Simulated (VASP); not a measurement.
**Input and output of a VASP r²SCAN single-point calculation on SnTe (strained zincblende)**

INCAR

```
EDIFF = 1E-7
IBRION = -1
ISIF = 2
METAGGA = R2SCAN
NBANDS = 17
ALGO = Normal
LCHARG = .FALSE.
LREAL = .FALSE.
NELM = 120
LASPH = .TRUE.
NSW = 0
PREC = Accurate
ISMEAR = -1
LWAVE = .FALSE.
ENCUT = 520
SIGMA = 0.02
```

KPOINTS

```
KPOINTS created by Atomic Simulation Environment
0
Gamma
6 6 6
0 0 0
```

KPOINTS_OPT

```
special points
8
Reciprocal
0.0000000000 0.0000000000 0.0000000000 1
-0.5000000000 -0.5000000000 0.0000000000 1
-0.3750000000 -0.3750000000 0.2500000000 1
-0.3750000000 0.0000000000 0.3750000000 1
0.0000000000 0.0000000000 0.5000000000 1
-0.5000000000 -0.2500000000 0.2500000000 1
0.2630210000 -0.5000000000 -0.2369790000 1
0.0000000000 0.5000000000 0.5000000000 1
```

POSCAR

```
Sn Te
 1.0000000000000000
     0.0000000000000000    3.5302242490000002    3.6903268782000000
     3.5302242490000002    0.0000000000000000    3.6903268782000000
     3.5302242490000002    3.5302242490000002    0.0000000000000000
 Sn  Te
   1   1
Cartesian
  0.0000000000000000  0.0000000000000000  0.0000000000000000
  1.7651121244999999  1.7651121244999999  1.8451634391000000
```

VASP ran with the recommended PBE PAW datasets (20 valence electrons in the cell).

Command

```
mpirun -np 1 vasp_std
```

From OUTCAR

```
k-points           NKPTS =     30   k-points in BZ     NKDIM =     30   number of bands    NBANDS=     17

   NELECT =      20.0000    total number of electrons

   dimension x,y,z NGX =    40 NGY =   40 NGZ =   40
   dimension x,y,z NGXF=    80 NGYF=   80 NGZF=   80

  energy-cutoff  :      520.00
  volume of cell :       91.98
      direct lattice vectors                 reciprocal lattice vectors
     0.000000000  3.530224249  3.690326878    -0.141634062  0.141634062  0.135489353
     3.530224249  0.000000000  3.690326878     0.141634062 -0.141634062  0.135489353
     3.530224249  3.530224249  0.000000000     0.141634062  0.141634062 -0.135489353

 k-points in reciprocal lattice and weights: KPOINTS created by Atomic Simulation Env
   0.00000000  0.00000000  0.00000000       0.005
   0.16666667  0.00000000  0.00000000       0.037
   0.33333333 -0.00000000  0.00000000       0.037
   0.50000000  0.00000000  0.00000000       0.019
   0.16666667  0.16666667  0.00000000       0.009
   0.33333333  0.16666667  0.00000000       0.037
   0.50000000  0.16666667  0.00000000       0.037
  -0.33333333  0.16666667  0.00000000       0.037
   ...

 E-fermi :   3.3303

 k-point     1 :       0.0000    0.0000    0.0000
  band No.  band energies     occupation
      1     -19.2577      2.00000
      2     -19.2548      2.00000
      3     -19.2548      2.00000
      4     -19.2428      2.00000
      5     -19.2396      2.00000
      6      -8.8891      2.00000
      7      -1.8646      2.00000
      8       0.9831      2.00000
      9       1.1721      2.00000
     10       1.1721      2.00000
     11       4.3109      0.00000
     12       4.3109      0.00000
     13       4.4580      0.00000
     14       7.5801      0.00000
     15       9.8032      0.00000
     16      10.3458      0.00000
     17      10.8545      0.00000

 k-point     2 :       0.1667    0.0000    0.0000
  band No.  band energies     occupation
      1     -19.2575      2.00000
      2     -19.2550      2.00000
      3     -19.2544      2.00000
      4     -19.2428      2.00000
      5     -19.2395      2.00000
      6      -8.7595      2.00000
      7      -2.5243      2.00000
      8       0.8592      2.00000
      9       1.0115      2.00000
     10       1.3129      2.00000
     11       4.5448      0.00000
     12       4.6057      0.00000
     13       4.7925      0.00000
     14       8.3869      0.00000
     15       9.3510      0.00000
     16       9.6863      0.00000
     17      10.7066      0.00000

 k-point     3 :       0.3333   -0.0000    0.0000
  band No.  band energies     occupation
      1     -19.2575      2.00000
      2     -19.2549      2.00000
      3     -19.2536      2.00000
      4     -19.2428      2.00000
      5     -19.2393      2.00000
      6      -8.4564      2.00000
      7      -3.5727      2.00000
      8       0.5704      2.00000
      9       0.7514      2.00000
     10       1.2583      2.00000
     11       5.0625      0.00000
     12       5.0693      0.00000
     13       5.9275      0.00000
     14       8.9571      0.00000
     15       9.6808      0.00000
     16       9.7110      0.00000
     17      10.9407      0.00000

 k-point     4 :       0.5000    0.0000    0.0000
  band No.  band energies     occupation
      1     -19.2578      2.00000
      2     -19.2546      2.00000
      3     -19.2532      2.00000
      4     -19.2428      2.00000
      5     -19.2392      2.00000
      6      -8.2728      2.00000
      7      -4.0517      2.00000
      8       0.4457      2.00000
      9       0.6417      2.00000
     10       1.1633      2.00000
     11       5.1942      0.00000
     12       5.2303      0.00000
     13       6.9892      0.00000
     14       9.1729      0.00000
     15       9.8650      0.00000
     16      10.5253      0.00000
     17      10.6934      0.00000

 k-point     5 :       0.1667    0.1667    0.0000
  band No.  band energies     occupation
      1     -19.2587      2.00000
      2     -19.2540      2.00000
      3     -19.2540      2.00000
      4     -19.2426      2.00000
      5     -19.2397      2.00000
      6      -8.7211      2.00000
      7      -2.7162      2.00000
      8       0.7550      2.00000
      9       0.7550      2.00000
     10       1.8033      2.00000
     11       4.0371      0.00000
     12       5.0621      0.00000
     13       5.0621      0.00000
     14       8.3306      0.00000
     15       8.6307      0.00000
     16      10.6136      0.00000
     17      11.9807      0.00000

 k-point     6 :       0.3333    0.1667    0.0000
  band No.  band energies     occupation
      1     -19.2592      2.00000
      2     -19.2535      2.00000
      3     -19.2531      2.00000
      4     -19.2425      2.00000
      5     -19.2397      2.00000
      6      -8.4722      2.00000
      7      -3.5272      2.00000
      8       0.2615      2.00000
      9       0.4858      2.00000
     10       2.1896      2.00000
     11       4.2966      0.00000
     12       5.6429      0.00000
     13       5.7386      0.00000
     14       8.3581      0.00000
     15       9.5948      0.00000
     16      10.5822      0.00000
     17      11.6203      0.00000

 k-point     7 :       0.5000    0.1667    0.0000
  band No.  band energies     occupation
      1     -19.2588      2.00000
      2     -19.2537      2.00000
      3     -19.2527      2.00000
      4     -19.2426      2.00000
      5     -19.2394      2.00000
      6      -8.2229      2.00000
      7      -4.1233      2.00000
      8      -0.2130      2.00000
      9       0.4354      2.00000
     10       2.1992      2.00000
     11       4.9594      0.00000
     12       5.7433      0.00000
     13       6.4861      0.00000
     14       9.0953      0.00000
     15       9.7038      0.00000
     16      10.6649      0.00000
     17      10.8002      0.00000

 k-point     8 :      -0.3333    0.1667    0.0000
  band No.  band energies     occupation
      1     -19.2579      2.00000
      2     -19.2544      2.00000
      3     -19.2531      2.00000
      4     -19.2429      2.00000
      5     -19.2392      2.00000
      6      -8.2798      2.00000
      7      -3.9645      2.00000
      8      -0.2899      2.00000
      9       0.6306      2.00000
     10       2.1339      2.00000
     11       5.1310      0.00000
     12       5.3813      0.00000
     13       6.1477      0.00000
     14       9.3765      0.00000
     15       9.3768      0.00000
     16      10.3378      0.00000
     17      11.2838      0.00000

 k-point     9 :      -0.1667    0.1667    0.0000
  band No.  band energies     occupation
      1     -19.2569      2.00000
      2     -19.2554      2.00000
      3     -19.2539      2.00000
      4     -19.2430      2.00000
      5     -19.2392      2.00000
      6      -8.5633      2.00000
      7      -3.1949      2.00000
      8       0.1269      2.00000
      9       0.9298      2.00000
     10       1.8642      2.00000
     11       4.5603      0.00000
     12       4.8120      0.00000
     13       5.6346      0.00000
     14       9.0329      0.00000
     15       9.2655      0.00000
     16       9.7866      0.00000
     17      11.3022      0.00000

 k-point    10 :       0.3333    0.3333    0.0000
  band No.  band energies     occupation
      1     -19.2607      2.00000
      2     -19.2523      2.00000
      3     -19.2523      2.00000
      4     -19.2421      2.00000
      5     -19.2400      2.00000
      6      -8.3120      2.00000
      7      -3.9518      2.00000
      8       0.1756      2.00000
      9       0.1756      2.00000
     10       2.6019      2.00000
     11       3.6447      0.00000
     12       6.5251      0.00000
     13       6.5251      0.00000
     14       7.9399      0.00000
     15      10.3836      0.00000
     16      11.3961      0.00000
     17      13.1309      0.00000

 k-point    11 :       0.5000    0.3333    0.0000
  band No.  band energies     occupation
      1     -19.2608      2.00000
      2     -19.2522      2.00000
      3     -19.2518      2.00000
      4     -19.2422      2.00000
      5     -19.2400      2.00000
      6      -8.1102      2.00000
      7      -4.3642      2.00000
      8      -0.2976      2.00000
      9       0.0948      2.00000
     10       2.8337      2.00000
     11       4.1056      0.00000
     12       6.6373      0.00000
     13       6.8241      0.00000
     14       8.6887      0.00000
     15      10.0409      0.00000
     16      11.1516      0.00000
     17      12.4599      0.00000

 ...

  Total       -0.0145304     -0.0145304     -0.0043584      0.0000000     -0.0000000      0.0000000
  in kB       -0.2530978     -0.2530978     -0.0759175      0.0000000     -0.0000000      0.0000000
  external PRESSURE =      -0.1940377 kB  Pullay stress =       0.0000000 kB

 POSITION                                       TOTAL-FORCE (eV/Angst)
 -----------------------------------------------------------------------------------
      0.00000      0.00000      0.00000         0.000000      0.000000     -0.000000
      1.76511      1.76511      1.84516        -0.000000     -0.000000      0.000000
 -----------------------------------------------------------------------------------
    total drift:                                0.000001      0.000001      0.000004

  FREE ENERGIE OF THE ION-ELECTRON SYSTEM (eV)
  ---------------------------------------------------
  free  energy   TOTEN  =       -50.0673104308 eV

  energy  without entropy=      -50.0671203868  energy(sigma->0) =      -50.06721541
```

* gap between bands v and c: -0.03 eV (bands overlap: a metal)
* least direct gap: 0.82 eV
* pressure: 0.0 GPa

Band v is the last that the valence electrons fill when counted band by band, and c is the next.

The run took about 2.7 min on one core of a shared host (Intel Xeon Platinum 8488C) and held 0.28 GiB at most.
